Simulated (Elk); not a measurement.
# Optical response of TePb

Wanted: where TePb starts to absorb, how strongly, and its refractive index.

Calculated with Elk 11.2.3 (patched build); DFT, LDA, all-electron APW+lo, Dirac cores, scalar-relativistic bands, independent-particle optical response without local fields.

## 1. Starting point

Symmetry: Fm-3m, No. 225, cubic system. Conventional cell: a = 6.462 Å, b = 6.462 Å, c = 6.462 Å, α = 90.00°, β = 90.00°, γ = 90.00°. Nearest to Pb lie 6 Te at 3.23 Å. Te has 6 Pb at 3.23 Å nearest. Farther neighbours and most contacts between anions are not listed.

## 2. Ground state

The self-consistent density comes first; it also tells whether there is a gap, which decides the occupations and the need for a Drude term.

This step: DFT, LDA, all-electron APW+lo, Dirac cores, scalar-relativistic bands, ground state (Elk 11.2.3 (patched build)).

Input file elk.in:

```
tasks
  0
  120

xctype
  3

nempty
  12

lorbcnd
  .true.

rgkmax
  7.0

swidth
  0.0018375

maxscl
  100

epsengy
  1e-05

sppath
  './'

avec
  0.000000000000 6.105705108666 6.105705108666
  6.105705108666 0.000000000000 6.105705108666
  6.105705108666 6.105705108666 0.000000000000

atoms
  2
  'Pb.in'
  1
  0.000000000000 0.000000000000 0.000000000000   0.000 0.000 0.000
  'Te.in'
  1
  0.500000000000 0.500000000000 0.500000000000   0.000 0.000 0.000

ngridk
  9 9 9
```

On the command line:

```console
$ OMP_NUM_THREADS=4 elk
```

Numbers of over 12 decimals in the logs are rounded to 6 here.

The log of the run:

```text
┌─────────────────────────┐
│ Elk code version 11.2.3 │
└─────────────────────────┘

All units are atomic (Hartree, Bohr, etc.)

┌─────────────────────────────────────────────────┐
│ Ground-state run starting from atomic densities │
└─────────────────────────────────────────────────┘

Lattice vectors :
   0.000000000       6.105705109       6.105705109
   6.105705109       0.000000000       6.105705109
   6.105705109       6.105705109       0.000000000

Reciprocal lattice vectors :
 -0.5145339642      0.5145339642      0.5145339642
  0.5145339642     -0.5145339642      0.5145339642
  0.5145339642      0.5145339642     -0.5145339642

Unit cell volume      :    455.2369142
Brillouin zone volume :   0.5448815896

Muffin-tin inner radius fraction :   0.1000000000E-01

Nuclei treated as point charges

Species : 1 (Pb)
 parameters loaded from : Pb.in
 name : lead
 nuclear charge    :   -82.00000000
 electronic charge :    82.00000000
 atomic mass :    377702.4943
 muffin-tin radius :    2.800000000
 number of radial points in muffin-tin :    697
 inner part over the whole radius :   0.9993555083E-02
 number on inner part of muffin-tin    :    501
 approximate nuclear radius :   0.1047603524E-03
 number of mesh points to nuclear radius :    263
 atomic positions (lattice), magnetic fields (Cartesian) :
  1 :   0.00000000  0.00000000  0.00000000    0.00000000  0.00000000  0.00000000

Species : 2 (Te)
 parameters loaded from : Te.in
 name : tellurium
 nuclear charge    :   -52.00000000
 electronic charge :    52.00000000
 atomic mass :    232600.5708
 muffin-tin radius :    2.600000000
 number of radial points in muffin-tin :    597
 inner part over the whole radius :   0.9992174838E-02
 number on inner part of muffin-tin    :    426
 approximate nuclear radius :   0.8944870508E-04
 number of mesh points to nuclear radius :    215
 atomic positions (lattice), magnetic fields (Cartesian) :
  1 :   0.50000000  0.50000000  0.50000000    0.00000000  0.00000000  0.00000000

Total number of atoms per unit cell :    2
Total muffin-tin volume :    165.5744992
 ratio of muffin-tin to unit cell volume :   0.3637106176

Spin treatment :
 spin-unpolarised

Number of Bravais lattice symmetries :   48
Number of crystal symmetries         :   48
Crystal has inversion symmetry
Real symmetric eigensolver will be used

k-point grid :      9     9     9
k-point offset :    0.000000000       0.000000000       0.000000000
k-point set is reduced with full crystal symmetry group
Total number of k-points :       35

Muffin-tin radius times maximum |G+k| :    7.000000000
 using average radius
Maximum |G+k| for APW functions       :    2.592592593
Maximum (1/2)|G+k|²                   :    3.360768176
Maximum |G| for potential and density :    12.00000000
Constant for pseudocharge density :    8
 order of it for each species :   15  15
 order of it for pair densities of each species (exact exchange by exxq0 0: 15) :   10   9
Radial integration step length :    1

G-vector grid sizes :     35    35    35
Number of G-vectors :    13323

Maximum angular momentum used for
 APW functions            :    8
 outer part of muffin-tin :    6
 inner part of muffin-tin :    2

Total nuclear charge    :   -134.0000000
Total core charge       :    104.0000000
Total valence charge    :    30.00000000
Total excess charge     :    0.000000000
Total electronic charge :    134.0000000

Effective Wigner radius, rₛ :   0.9325698152

Number of empty states         :     24
Total number of valence states :     40
Total number of core states    :    104

Conduction state local-orbitals added automatically
Third-order local-orbitals added for an l without core states : F
Total number of local-orbitals :    128

Exchange-correlation functional :      3     0     0
 Perdew-Wang/Ceperley-Alder, Phys. Rev. B 45, 13244 (1992)
 gradient requirement :    0
 local density approximation (LDA)

Smearing type :    3
 Fermi-Dirac
Smearing width :   0.1837500000E-02
Effective electronic temperature (K) :    580.2366081

Mixing type :    3
 Broyden mixing, J. Phys. A: Math. Gen. 17, L317 (1984)

Kohn-Sham potential initialised from atomic data

┌──────────────────────────────┐
│ Self-consistent loop started │
└──────────────────────────────┘

┌─────────────────┐
│ Loop number : 1 │
└─────────────────┘

Energies :
 Fermi                       :     0.66346205206544E-01
 sum of occupied eigenvalues :     -17079.793125950
 electron kinetic            :      31527.923487671
 core electron kinetic       :      31229.804733491
 Coulomb                     :     -58687.698130457
 Coulomb potential           :     -47868.969666624
 nuclear-nuclear             :     -2150.4200062239
 electron-nuclear            :     -65239.819942705
 Hartree                     :      8702.5418184726
 Madelung                    :     -34753.213297145
 xc potential                :     -738.74694699684
 exchange                    :     -535.80803439985
 correlation                 :     -13.619465247231
 electron entropic           :    -0.63310234849611E-07
 total energy                :     -27709.202142496

Density of states at Fermi energy :   0.1740988375E-02
 (states/Hartree/unit cell)

Estimated indirect band gap :   0.3517618686E-01
 from k-point 5 to k-point 5
Estimated direct band gap   :   0.3517618686E-01
 at k-point 5

Charges :
 core                        :    104.0000000
 valence                     :    30.00000000
 interstitial                :    3.766208872
 muffin-tins (core leakage)
  species : 1 (Pb)
   atom 1                    :    80.10348154     (  0.1233904834E-02)
  species : 2 (Te)
   atom 1                    :    50.13030959     (  0.4105835795E-03)
 total in muffin-tins        :    130.2337911
 total calculated charge     :    133.9983459
 total charge                :    134.0000000
 error                       :   0.1654078033E-02

┌─────────────────┐
│ Loop number : 2 │
└─────────────────┘

Energies :
 Fermi                       :     0.67355236945939E-01
 sum of occupied eigenvalues :     -17079.705126868
 electron kinetic            :      31527.644869560
 core electron kinetic       :      31229.586360115
 Coulomb                     :     -58687.728868512
 Coulomb potential           :     -47868.943397617
 nuclear-nuclear             :     -2150.4200062239
 electron-nuclear            :     -65239.907014630
 Hartree                     :      8702.5981523428
 Madelung                    :     -34753.257169703
 xc potential                :     -738.40659881068
 exchange                    :     -535.80875045212
 correlation                 :     -13.619461172219
 electron entropic           :    -0.65001406748001E-07
 total energy                :     -27709.512210641

Density of states at Fermi energy :   0.1791499912E-02
 (states/Hartree/unit cell)

Estimated indirect band gap :   0.3507492030E-01
 from k-point 5 to k-point 5
Estimated direct band gap   :   0.3507492030E-01
 at k-point 5

Charges :
 core                        :    104.0000000
 valence                     :    30.00000000
 interstitial                :    3.767256707
 muffin-tins (core leakage)
  species : 1 (Pb)
   atom 1                    :    80.10605395     (  0.1232898654E-02)
  species : 2 (Te)
   atom 1                    :    50.12668934     (  0.4106197068E-03)
 total in muffin-tins        :    130.2327433
 total calculated charge     :    133.9983469
 total charge                :    134.0000000
 error                       :   0.1653065528E-02

RMS change in Kohn-Sham potential (target) :   0.8634197468E-01 (  0.1000000000E-05)
Absolute change in total energy (target)   :   0.3100681449     (  0.1000000000E-04)

[... 13 loops left out ...]

┌──────────────────┐
│ Loop number : 16 │
└──────────────────┘

Energies :
 Fermi                       :     0.179062
 sum of occupied eigenvalues :     -17067.165802856
 electron kinetic            :      31529.860296659
 core electron kinetic       :      31230.716205803
 Coulomb                     :     -58689.108724966
 Coulomb potential           :     -47867.730083438
 nuclear-nuclear             :     -2150.4200062239
 electron-nuclear            :     -65243.865773287
 Hartree                     :      8705.1770545451
 Madelung                    :     -34755.243683247
 xc potential                :     -729.29601607626
 exchange                    :     -535.84749100502
 correlation                 :     -13.619660492656
 electron entropic           :    -0.21079987082567E-06
 total energy                :     -27708.715580015

Density of states at Fermi energy :   0.6365033576E-02
 (states/Hartree/unit cell)

Estimated indirect band gap :   0.3076698213E-01
 from k-point 5 to k-point 5
Estimated direct band gap   :   0.3076698213E-01
 at k-point 5

Charges :
 core                        :    104.0000000
 valence                     :    30.00000000
 interstitial                :    3.801296654
 muffin-tins (core leakage)
  species : 1 (Pb)
   atom 1                    :    80.23226212     (  0.1181982835E-02)
  species : 2 (Te)
   atom 1                    :    49.96644122     (  0.4030994255E-03)
 total in muffin-tins        :    130.1987033
 total calculated charge     :    133.9984077
 total charge                :    134.0000000
 error                       :   0.1592338724E-02

RMS change in Kohn-Sham potential (target) :   0.6835462821E-08 (  0.1000000000E-05)
Absolute change in total energy (target)   :   0.2520311682E-05 (  0.1000000000E-04)

Convergence targets achieved

┌──────────────────┐
│ Loop number : 17 │
└──────────────────┘

Energies :
 Fermi                       :     0.179062
 sum of occupied eigenvalues :     -17067.165803242
 electron kinetic            :      31529.860296111
 core electron kinetic       :      31230.716205406
 Coulomb                     :     -58689.108724814
 Coulomb potential           :     -47867.730083291
 nuclear-nuclear             :     -2150.4200062239
 electron-nuclear            :     -65243.865773182
 Hartree                     :      8705.1770545917
 Madelung                    :     -34755.243683168
 xc potential                :     -729.29601606203
 exchange                    :     -535.84749100493
 correlation                 :     -13.619660492905
 electron entropic           :    -0.21079982396117E-06
 total energy                :     -27708.715580411

Density of states at Fermi energy :   0.6365032034E-02
 (states/Hartree/unit cell)

Estimated indirect band gap :   0.3076698295E-01
 from k-point 5 to k-point 5
Estimated direct band gap   :   0.3076698295E-01
 at k-point 5

Charges :
 core                        :    104.0000000
 valence                     :    30.00000000
 interstitial                :    3.801296642
 muffin-tins (core leakage)
  species : 1 (Pb)
   atom 1                    :    80.23226213     (  0.1181982837E-02)
  species : 2 (Te)
   atom 1                    :    49.96644123     (  0.4030994238E-03)
 total in muffin-tins        :    130.1987034
 total calculated charge     :    133.9984077
 total charge                :    134.0000000
 error                       :   0.1592338723E-02

┌──────────────────────────────┐
│ Self-consistent loop stopped │
└──────────────────────────────┘

Warning : core states of species 1 leak from the muffin-tin :   0.1181982837E-02

Warning : core states of species 2 leak from the muffin-tin :   0.4030994238E-03

Wrote STATE.OUT
```

The job ended after 7.6 s (4 threads of Arm Neoverse V1, shared host; peak memory 0.09 GiB; 24 s of CPU time).

This step gave:

```
total energy           : -27709 Ha
Fermi energy           : 4.873 eV
DOS at the Fermi level : 2.34e-4 states/eV/cell
gap on the k-mesh      : 0.8372 eV
direct gap on the mesh : 0.8372 eV
```

There is a gap, 0.84 eV on this mesh (points off the mesh can give less), so no carriers' term is needed.

## 3. Independent particles

The spectrum is a sum over vertical transitions between filled and empty bands at the fixed density, so many empty bands are needed.

This step: DFT, LDA, all-electron APW+lo, Dirac cores, scalar-relativistic bands, independent-particle optical response without local fields (Elk 11.2.3 (patched build)).

elk.in: that of step 2 with these lines changed.

```diff
@@ -1,4 +1,6 @@
 tasks
-  0
-  120
+  121
+
+optcomp
+  1 1
 
@@ -17,9 +19,7 @@
 swidth
-  0.0018375
+  0.0055124
 
-maxscl
-  100
-
-epsengy
-  1e-05
+wplot
+  400 100 0
+  0.0 0.58799
```

On the command line:

```console
$ OMP_NUM_THREADS=4 elk
```

The log of the run:

```text
┌─────────────────────────────────┐
│ Elk code version 11.2.3 started │
└─────────────────────────────────┘

┌────────────────────┐
│ Current task : 121 │
└────────────────────┘

Info(dielectric):
 dielectric tensor written to EPSILON_ij.OUT
 optical conductivity written to SIGMA_ij.OUT
 for components
  i = 1, j = 1

┌──────────────────┐
│ Elk code stopped │
└──────────────────┘
```

The job ended after 1.3 s (4 threads; peak memory 0.04 GiB).

Read-outs, printed or worked out from the files:

```
electronic dielectric constant ε∞, mean over x, y and z (by symmetry where fewer were run) : 30.82
```

Sum at mesh points, not converged in k; values under the direct gap are tails of Lorentzian lines. The Im ε, E ∥ x by photon energy; read off at these points:

```
photon energy (eV)  Im ε, E ∥ x
              0.00            0
              0.50         1.58
              1.00         6.60
              1.50         32.6
              1.84         77.0
              2.00         58.2
              2.50         27.1
              3.00         11.0
              3.50         7.09
              4.00         3.72
              4.50         2.83
              5.00         2.04
              5.50         2.82
              6.00         4.12
              6.50         4.13
              7.00         5.01
              7.50         3.13
              8.00         2.41
              8.50         1.86
              9.00         1.92
              9.50         1.44
             10.00         1.60
             10.50         1.08
             11.00         1.01
             11.50        0.825
             12.00        0.774
             12.50        0.581
             13.00        0.510
             13.50        0.543
             14.00        0.395
             14.50        0.362
             15.00        0.399
             15.50        0.341
```

Sum at mesh points, not converged in k. The reflectivity at normal incidence, E ∥ x by photon energy; read off at these points:

photon energy (eV), reflectivity at normal incidence, E ∥ x (%) and a bar from the least value:
```
     0.00       48.3 ################
     0.50       49.6 ################
     1.00       54.0 ##################
     1.50       61.2 ######################
     2.00       70.5 ##########################
     2.50       76.8 #############################
     2.72       78.3 ##############################
     3.00       73.2 ############################
     3.50       71.0 ##########################
     4.00       69.2 ##########################
     4.50       64.1 #######################
     5.00       47.2 ###############
     5.50       25.0 #####
     6.00       26.3 #####
     6.50       31.2 ########
     7.00       41.1 ############
     7.50       50.5 #################
     7.56       51.0 #################
     8.00       47.0 ###############
     8.50       39.8 ############
     9.00       38.6 ###########
     9.28       44.1 ##############
     9.50       35.5 ##########
    10.00       41.1 ############
    10.44       45.0 ##############
    10.50       43.9 ##############
    11.00       44.7 ##############
    11.20       45.3 ##############
    11.50       40.0 ############
    12.00       33.6 #########
    12.50       39.8 ############
    13.00       37.0 ##########
    13.50       30.4 #######
    14.00       28.1 ######
    14.50       21.6 ###
    15.00       15.6 
    15.50       15.4
```

The loss function −Im 1/ε at q → 0, E ∥ x has structure finer than the step of the table below, so its rows give means over 0.5 eV, whole bins alone (the curve runs from 0 to 16.0 eV). Peaks (eV: height): 14.48: 2.76.

Sum at mesh points, not converged in k; values under the direct gap are tails of Lorentzian lines. The loss function −Im 1/ε at q → 0, E ∥ x by energy loss; means over each step:

energy loss (eV), loss function −Im 1/ε at q → 0, E ∥ x and a bar:
```
      0.5       0.00 
      1.0       0.00 
      1.5       0.01 
      2.0       0.02 
      2.5       0.02 
      3.0       0.04 
      3.5       0.05 #
      4.0       0.07 #
      4.5       0.12 #
      5.0       0.27 ###
      5.5       0.34 ####
      6.0       0.23 ###
      6.5       0.22 ##
      7.0       0.18 ##
      7.5       0.19 ##
      8.0       0.25 ###
      8.5       0.36 ####
      9.0       0.36 ####
      9.5       0.46 #####
     10.0       0.41 #####
     10.5       0.50 ######
     11.0       0.53 ######
     11.5       0.75 ########
     12.0       0.93 ###########
     12.5       1.06 ############
     13.0       1.42 ################
     13.5       1.59 ##################
     14.0       2.28 ##########################
     14.5       2.64 ##############################
     15.0       2.43 ############################
     15.5       2.41 ###########################
```

At chosen wavelengths:

| wavelength (nm) | n | k | R (%) | 1/α |
| --- | --- | --- | --- | --- |
| 1550 | 6.11 | 0.322 | 51.8 | 383 nm |
| 1064 | 7.00 | 0.934 | 56.8 | 91 nm |
| 532 | 3.49 | 5.942 | 74.8 | 7.1 nm |
| 450 | 1.54 | 4.670 | 78.2 | 7.7 nm |
| 365 | 1.12 | 3.398 | 72.0 | 8.5 nm |
| 248 | 0.67 | 1.518 | 47.2 | 13 nm |
| 193 | 1.32 | 1.571 | 32.8 | 9.8 nm |

Below the direct gap, k and the depth come from the tails of the Lorentzian lines, not from transitions.

## 4. Outcome

- electronic dielectric constant ε∞, mean over x, y and z (by symmetry where fewer were run) (independent particles): 30.8

At this level (LDA, independent particles) TePb has ε∞ = 30.8 and n = 6.11 at 1550 nm. On the mesh the gap is 0.84 eV and the least direct gap 0.84 eV. Excitons and phonon-assisted transitions are missing, and so are local fields; LDA gaps are as a rule too small, which pulls the onset down and ε∞ up, while the missing spin-orbit coupling works the other way with such heavy atoms. Spin-orbit coupling is left out although heavy atoms are present. The sum runs over mesh points 0.19 Å⁻¹ apart with no interpolation, so peaks are partly noise of the mesh; over so small a direct gap single mesh points weigh heavily, so ε∞, n and their changes from run to run can be far off.

[Machine, clock and banner lines and Python warnings are left out of the logs.]

[Logs are printed without paths, hosts, clocks, repeated set-up lines and the standing remarks that a program may print on its own settings, such as how far it seeks lower states.]

[Hosts, paths, dates, database ids (printed as entryN), source tags and the programs' standing remarks are cut or masked in the printed files.]
